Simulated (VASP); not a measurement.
# BP (F-43m) in VASP: notebook, part 2 of 2

VASP 6.6.1. Earlier steps stand in the parts before.

## Step 3: Relaxation of cell and atoms, PBE+D3(BJ)

This run uses another cell than the first one, of 11.43 Å³/atom, 0.979 times its volume.

The input, INCAR:

```
SYSTEM = BP
PREC = Accurate ; ENCUT = 600
EDIFF = 1E-7 ; ISMEAR = 0
SIGMA = 0.03 ; LREAL = .False.
LASPH = .True. ; NELM = 80
ALGO = Normal ; ISIF = 3
LWAVE = .False. ; LCHARG = .False.
GGA = PE ; IVDW = 12
IBRION = 2 ; NSW = 90
EDIFFG = -0.005
```

The input, KPOINTS:

```
Automatic mesh
0
Gamma
  10 10 10
  0 0 0
```

The input, POSCAR:

```
BP                                      
1.0
   -0.0000000000      2.2526488425      2.2526488425
    2.2526488425      0.0000000000      2.2526488425
    2.2526488425      2.2526488425     -0.0000000000
  B               P             
     1     1
Direct
     0.0000000000000000    0.0000000000000000    0.0000000000000000
     0.2500000000000000    0.2500000000000000    0.2500000000000000
```

Potentials or basis: VASP PAW PBE potentials, release 64 (B, P).

Started as:

```bash
cat potpaw_PBE.64/B/POTCAR potpaw_PBE.64/P/POTCAR > POTCAR
mpirun -np 1 vasp_std > vasp.out
```

OUTCAR:

```text
SYSTEM = BP
   PREC = Accurate
   ENCUT = 600
   EDIFF = 1E-7
   ISMEAR = 0
   LREAL = .False.
   LASPH = .True.
   NELM = 80
   ISIF = 3
   GGA = PE
   IVDW = 12
   IBRION = 2
   NSW = 90
   EDIFFG = -0.005
 IVDW          = 12

 ion  position               nearest neighbor table
   1  0.000  0.000  0.000-   2 1.95   2 1.95   2 1.95   2 1.95
   2  0.250  0.250  0.250-   1 1.95   1 1.95   1 1.95   1 1.95

  LATTYP: Found a face centered cubic cell.
 ALAT       =     4.5052976850

  Lattice vectors:

 A1 = (   0.0000000000,   2.2526488425,   2.2526488425)
 A2 = (   2.2526488425,   0.0000000000,   2.2526488425)
 A3 = (   2.2526488425,   2.2526488425,   0.0000000000)

Analysis of symmetry for initial positions (statically):
=====================================================================
 Subroutine PRICEL returns:
 Original cell was already a primitive cell.

 Routine SETGRP: Setting up the symmetry group for a
 face centered cubic supercell.

 Subroutine GETGRP returns: Found 24 space group operations
 (whereof 24 operations were pure point group operations)
 out of a pool of 48 trial point group operations.

The static configuration has the point symmetry T_d .

Analysis of symmetry for dynamics (positions and initial velocities):
=====================================================================
 Subroutine PRICEL returns:
 Original cell was already a primitive cell.

 Routine SETGRP: Setting up the symmetry group for a
 face centered cubic supercell.

 Subroutine GETGRP returns: Found 24 space group operations
 (whereof 24 operations were pure point group operations)
[... 120 lines left out ...]
   IMIX   =      4    mixing-type and parameters
     AMIX     =   0.40;   BMIX     =  1.00
     AMIX_MAG =   1.60;   BMIX_MAG =  1.00
  volume/ion in A,a.u.               =      11.43        77.14
  Fermi-wavevector in a.u.,A,eV,Ry     =   1.153634  2.180052 18.107601  1.330871
  Thomas-Fermi vector in A             =   2.290276
   LORBIT       =      0    0 simple, 1 ext, 2 COOP (PROOUT), +10 PAW based schemes
   GGA     = PE    functional components
   LHFCALC =     F    Hartree Fock is set to
   AEXX    =    0.0000 exact exchange contribution
   IVDW    =    12    specifies the selected vdW correction
   LEPSILON=     F    determine dielectric tensor
   LRPA    =     F    only Hartree local field effects (RPA)
 conjugate gradient relaxation of ions
 non-spin polarized calculation
 Gauss-broadening in eV      SIGMA  =   0.03
  energy-cutoff  :      600.00
  volume of cell :       22.86
 maximum number of plane-waves:       785
 NGX is ok and might be reduce to    28
   NGX = 13   NGY = 13   NGZ = 13

 number of electron       8.0000000 magnetization

 Free energy of the ion-electron system (eV)
  ---------------------------------------------------
  ext. energy  EPLUGINS =         0.00000000
  ---------------------------------------------------
  free energy    TOTEN  =       -12.92334528 eV

  energy without entropy =      -12.92334528  energy(sigma->0) =      -12.92334528

 E-fermi :   7.8759     XC(G=0): -11.0009

 val. band max:        7.6908958614   @ k =   0.0000   0.0000   0.0000
 cond. band min:       8.9004948558   @ k =   0.4000   0.4000   0.0000
 fundamental gap:      1.2095989944
 Fermi energy:         7.8759497394

 k-point     1 :       0.0000    0.0000    0.0000
  band No.  band energies     occupation
      1      -7.9640      2.00000
      2       7.6909      2.00000
      3       7.6909      2.00000
      4       7.6909      2.00000
      5      11.1245      0.00000
      6      11.1245      0.00000
      7      11.1245      0.00000
      8      15.3982      0.00000
[... 243 lines left out ...]
 k-point    24 :       0.4000    0.3000    0.0000
  band No.  band energies     occupation
      1      -4.9669      2.00000
      2       1.4840      2.00000
      3       3.5613      2.00000
      4       4.1075      2.00000
      5       9.4856      0.00000
      6      11.3077      0.00000
      7      17.3165      0.00000
      8      17.3312      0.00000

 [... further k-points ...]

------------------------ aborting loop because EDIFF is reached ----------------------------------------

 Edisp (eV)   -0.66109

 E8    (eV) :    -0.2415

  FORCE on cell =-STRESS in cart. coord.  units (eV):
  Direction    XX          YY          ZZ          XY          YZ          ZX
  --------------------------------------------------------------------------------------
  -------------------------------------------------------------------------------------
  Total      -0.00010    -0.00010    -0.00010     0.00000     0.00000    -0.00000
  in kB      -0.00733    -0.00733    -0.00733     0.00000     0.00000    -0.00000
  external pressure =       -0.01 kB  Pullay stress =        0.00 kB

 VOLUME and BASIS-vectors are now :
 -----------------------------------------------------------------------------
  energy-cutoff  :      600.00
  volume of cell :       22.86
      direct lattice vectors                 reciprocal lattice vectors
     0.000000000  2.252648843  2.252648843    -0.221960916  0.221960916  0.221960916
     2.252648843  0.000000000  2.252648843     0.221960916 -0.221960916  0.221960916
     2.252648843  2.252648843  0.000000000     0.221960916  0.221960916 -0.221960916

 POSITION                                       TOTAL-FORCE (eV/Angst)
 -----------------------------------------------------------------------------------
      0.00000      0.00000      0.00000         0.000000      0.000000      0.000000
      1.12632      1.12632      1.12632        -0.000000     -0.000000     -0.000000
 -----------------------------------------------------------------------------------
    total drift:                               -0.000000     -0.000000      0.000000

  FREE ENERGIE OF THE ION-ELECTRON SYSTEM (eV)
  ---------------------------------------------------
  free  energy   TOTEN  =       -13.5844342050 eV

  energy  without entropy=      -13.5844342050  energy(sigma->0) =      -13.58443421

 reached required accuracy - stopping structural energy minimisation
```

Run time: 5.9 s. Hardware: 1 thread of Intel Xeon 6975P-C (Granite Rapids), shared host; peak memory 0.16 GiB.

What came out:

```
Free energy                : -13.5844 eV
Pressure after relaxing    : 0.0 GPa
Band gap on the k mesh     : 1.21 eV, indirect (least direct gap 3.43 eV)
Dispersion energy per atom : -0.331 eV
```

Final structure:
```yaml
crystal:
  lattice:
    - [0.00000, 2.25265, 2.25265]
    - [2.25265, 0.00000, 2.25265]
    - [2.25265, 2.25265, 0.00000]
  atoms:
    - { symbol: B, position: [0.00000, 0.00000, 0.00000] }
    - { symbol: P, position: [0.25000, 0.25000, 0.25000] }
```

Caveat: the relaxation stopped at its first step, so nothing moved. A k mesh can miss the band edges.

## Step 4: Relaxation of cell and atoms, r2SCAN

The input, INCAR:

```
  PREC = Accurate
  ENCUT = 600
  EDIFF = 1E-6
  ISMEAR = 0
  SIGMA = 0.03
  LREAL = False
  LASPH = True
  NELM = 80
  ALGO = Normal
  ISIF = 3
  LWAVE = False
  LCHARG = False
  METAGGA = R2SCAN
  LMIXTAU = True
  IBRION = 2
  NSW = 90
  EDIFFG = -0.01
```

The input, KPOINTS:

```
regular mesh
0
Gamma
  10 10 10
```

The input, POSCAR:

```
BP
1.0
    0.0000000000      2.2690000000      2.2690000000
    2.2690000000      0.0000000000      2.2690000000
    2.2690000000      2.2690000000      0.0000000000
B P
1 1
Direct
    0.0000000000      0.0000000000      0.0000000000
    0.2500000000      0.2500000000      0.2500000000
```

Potentials or basis: VASP PAW PBE potentials, release 64 (B, P).

Started as:

```bash
cat potpaw_PBE.64/B/POTCAR potpaw_PBE.64/P/POTCAR > POTCAR
mpirun -np 1 vasp_std > vasp.out
```

OUTCAR:

```text
PREC = Accurate
   ENCUT = 600
   EDIFF = 1E-6
   ISMEAR = 0
   LREAL = False
   LASPH = True
   NELM = 80
   ISIF = 3
   METAGGA = R2SCAN
   IBRION = 2
   NSW = 90
   EDIFFG = -0.01

 ion  position               nearest neighbor table
   1  0.000  0.000  0.000-   2 1.97   2 1.97   2 1.97   2 1.97
   2  0.250  0.250  0.250-   1 1.97   1 1.97   1 1.97   1 1.97

  LATTYP: Found a face centered cubic cell.
 ALAT       =     4.5380000000

  Lattice vectors:

 A1 = (   0.0000000000,   2.2690000000,   2.2690000000)
 A2 = (   2.2690000000,   0.0000000000,   2.2690000000)
 A3 = (   2.2690000000,   2.2690000000,   0.0000000000)

Analysis of symmetry for initial positions (statically):
=====================================================================
 Subroutine PRICEL returns:
 Original cell was already a primitive cell.

 Routine SETGRP: Setting up the symmetry group for a
 face centered cubic supercell.

 Subroutine GETGRP returns: Found 24 space group operations
 (whereof 24 operations were pure point group operations)
 out of a pool of 48 trial point group operations.

The static configuration has the point symmetry T_d .

Analysis of symmetry for dynamics (positions and initial velocities):
[... 172 lines left out ...]
  external PRESSURE =      -6.6252566 kB  Pullay stress =       0.0000000 kB
[... 59 lines left out ...]
--------------------------------------- Ionic step        3  -------------------------------------------

 number of electron       8.0000000 magnetization

 Free energy of the ion-electron system (eV)
  ---------------------------------------------------
  ext. energy  EPLUGINS =         0.00000000
  ---------------------------------------------------
  free energy    TOTEN  =       -17.31396663 eV

  energy without entropy =      -17.31396663  energy(sigma->0) =      -17.31396663

 E-fermi :   7.5670     XC(G=0): -11.5186

 val. band max:        7.4354208710   @ k =   0.0000   0.0000   0.0000
 cond. band min:       8.8771635900   @ k =   0.4000   0.4000   0.0000
 fundamental gap:      1.4417427191
 Fermi energy:         7.5670322295

 k-point     1 :       0.0000    0.0000    0.0000
  band No.  band energies     occupation
      1      -8.8597      2.00000
      2       7.4354      2.00000
      3       7.4354      2.00000
      4       7.4354      2.00000
      5      11.0826      0.00000
      6      11.0826      0.00000
      7      11.0826      0.00000
      8      15.5101      0.00000
[... 243 lines left out ...]
 k-point    24 :       0.4000    0.3000    0.0000
  band No.  band energies     occupation
      1      -5.7529      2.00000
      2       0.9046      2.00000
      3       3.1635      2.00000
      4       3.7105      2.00000
      5       9.4742      0.00000
      6      11.3841      0.00000
      7      17.6128      0.00000
      8      17.6242      0.00000

 [... further k-points ...]

------------------------ aborting loop because EDIFF is reached ----------------------------------------

  FORCE on cell =-STRESS in cart. coord.  units (eV):
  Direction    XX          YY          ZZ          XY          YZ          ZX
  --------------------------------------------------------------------------------------
  -------------------------------------------------------------------------------------
  Total        0.0013365      0.0013365      0.0013365      0.0000000     -0.0000000      0.0000000
  in kB        0.0920163      0.0920163      0.0920163      0.0000000     -0.0000000      0.0000000
  external PRESSURE =       0.0920163 kB  Pullay stress =       0.0000000 kB
[... 17 lines left out ...]
  FREE ENERGIE OF THE ION-ELECTRON SYSTEM (eV)
  ---------------------------------------------------
  free  energy   TOTEN  =       -17.3139666251 eV

  energy  without entropy=      -17.3139666251  energy(sigma->0) =      -17.31396663

 reached required accuracy - stopping structural energy minimisation
```

CONTCAR:

```text
BP
   1.00000000000000
     0.0000000000000000    2.2660186100869359    2.2660186100869359
     2.2660186100869359   -0.0000000000000000    2.2660186100869359
     2.2660186100869359    2.2660186100869359    0.0000000000000000
  B               P
     1     1
Direct
     0.0000000000000000    0.0000000000000000    0.0000000000000000
     0.2500000000000000    0.2500000000000000    0.2500000000000000

  0.00000000E+00  0.00000000E+00  0.00000000E+00
  0.00000000E+00  0.00000000E+00  0.00000000E+00
```

It took 57 s on 1 thread of Intel Xeon 6975P-C (Granite Rapids), shared host; peak memory 0.15 GiB.

Results:

```
Free energy                            : -17.3140 eV
Relaxed volume                         : 11.64 Å³/atom
Relaxed cell                           : a = 3.205 Å, b = 3.205 Å, c = 3.205 Å, α = 60.00°, β = 60.00°, γ = 60.00°
Space group after relaxing (to 0.05 Å) : F-43m (No. 216)
Energy gained by relaxing              : 0.1 meV/atom
Ionic steps                            : 3
Pressure after relaxing                : 0.0 GPa
Band gap on the k mesh                 : 1.44 eV, indirect (least direct gap 3.65 eV)
```

The path:
```tsv
step	energy change (eV)	largest force (eV/Å)	pressure (GPa)	volume (Å³)
1	0.0000	0.0000	-0.66	23.36
2	-0.0001	0.0000	0.53	23.20
3	-0.0002	0.0000	0.01	23.27
```

Final structure:
```
B P
1.0
     0.00000    2.26602    2.26602
     2.26602    0.00000    2.26602
     2.26602    2.26602    0.00000
B P
1 1
Cartesian
  0.0000 0.0000 0.0000
  1.1330 1.1330 1.1330
```

Levels at points of the mesh, in eV from the valence-band top:
```tsv
k point	band 1	band 2	band 3	band 4	band 5	band 6	band 7	band 8
(0.00, 0.00, 0.00)	-16.30	0.00	0.00	0.00	3.65	3.65	3.65	8.07
(0.50, 0.00, 0.00)	-12.79	-9.53	-1.87	-1.87	4.16	5.03	5.03	10.94
(0.50, 0.50, 0.00)	-11.11	-9.15	-4.36	-4.36	1.53	1.91	13.10	13.10
```

Caveat: the PAW data sets were made with another functional, which shifts forces and pressure a little. A k mesh can miss the band edges.
